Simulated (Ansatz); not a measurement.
# WC: moving C off its site

WC, P-6m2, a = 2.901 Å, c = 2.829 Å (as given, not relaxed at this level: 8.5 GPa). Ansatz: PBE, PAW, 420 eV, Γ-centred 18×18×16 mesh on 2 atoms, Gaussian smearing 0.15 eV; no spin polarisation.

```yaml
crystal:
  lattice:
    - [2.90050, 0.00000, 0.00000]
    - [-1.45025, 2.51191, 0.00000]
    - [0.00000, 0.00000, 2.82900]
  atoms:
    - { symbol: W, position: [0.00000, 0.00000, 0.00000] }
    - { symbol: C, position: [0.66667, 0.33333, 0.50000] }
```

Atom 2 (C) moves by x along the unit vector (0.000, 0.000, -1.000), with its periodic images; all else is held. y is the free energy of the cell over the start, F the force along the path summed over the moved atoms. Symmetry makes y even in x.

| x (Å) | y (meV) | F (eV/Å) |
| --- | --- | --- |
| -0.200 | 303.7 | 3.16 |
| -0.100 | 73.9 | 1.49 |
| 0.000 | 0.0 | 0.00 |
| 0.025 | 4.6 | -0.37 |
| 0.050 | 18.4 | -0.74 |
| 0.075 | 41.5 | -1.11 |
| 0.125 | 116.0 | -1.88 |
| 0.150 | ? | ? |
| 0.175 | 230.3 | -2.71 |

Q: Fit y = c2 x² + c4 x⁴ to the energies of the other rows, give the force constant, and predict energy and force of the missing row.

A: Least squares on the rows shown. y = 7316.3 x² + 6842.6 x⁴. The force constant is 2 c2 = 14.6 eV/Å², for the cell as given, at 8.5 GPa (for all images moving together, not for a lone atom). The force −dy/dx at the missing row is -2.29 eV/Å (computed -2.28). At x = 0.150 the fit asked for gives 168.1 meV. The run gave 167.9 meV, so the fit is 0.2 meV too high, a small miss on the scale of the series.

Spin–orbit coupling is left out, which can shift energies with elements as heavy as these.

Carbon sits in a single, stiff well along c. The vanishing force at the centre is imposed by the mirror plane, so the real evidence for a restoring force is the positive curvature, 14.6 eV/Å². Each carbon lies in a trigonal prism of tungsten, and the shift pushes it towards one triangular face and away from the other. The stiffness probably reflects strong W 5d–C 2p covalency together with short-range repulsion: what is lost on the compressed side outweighs any gain on the stretched side.

The odd anharmonic terms of the individual bonds cancel between the two faces, leaving the positive quartic term as a mild hardening. The well therefore stays nearly harmonic over the whole range sampled.

Because only the relative shift of the two sublattices matters, this curvature is also that of the zone-centre optical mode polarised along c, in which the light carbon does most of the moving. It doesn't establish how stiff the carbon site is within the basal plane, which symmetry leaves independent.
